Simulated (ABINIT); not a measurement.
Crystal: GaN.

```
Ga N
1.0
     0.00000    2.25350    2.25350
     2.25350    0.00000    2.25350
     2.25350    2.25350    0.00000
Ga N
1 1
Cartesian
  0.0000 0.0000 0.0000
  1.1268 1.1268 1.1268
```

The cell is a database's computed one.

Base run:

- Program: ABINIT 10.8.3 (patched build)
- Functional: PBE
- Potentials or basis: PseudoDojo NC SR PBE v0.4.1 standard
- Cutoff: 1143 eV
- k mesh: 8 × 8 × 8
- Occupations: fermi-dirac, width 0.05 eV
- Spin: no spin polarisation

Its results: band gap on the k mesh 1.76 eV, direct; pressure 5.2 GPa.

**Question.** The run is repeated on the same cell with these changes: potentials or basis from PseudoDojo NC SR PBE v0.4.1 standard to Ansatz NC PBE; cutoff from 1143 eV to 1088 eV. What comes out?

**Answer.** Band gap on the k mesh 1.74 eV, direct; pressure 4.7 GPa.

A k mesh can miss the band edges.

Not every run made on this cell is shown here.
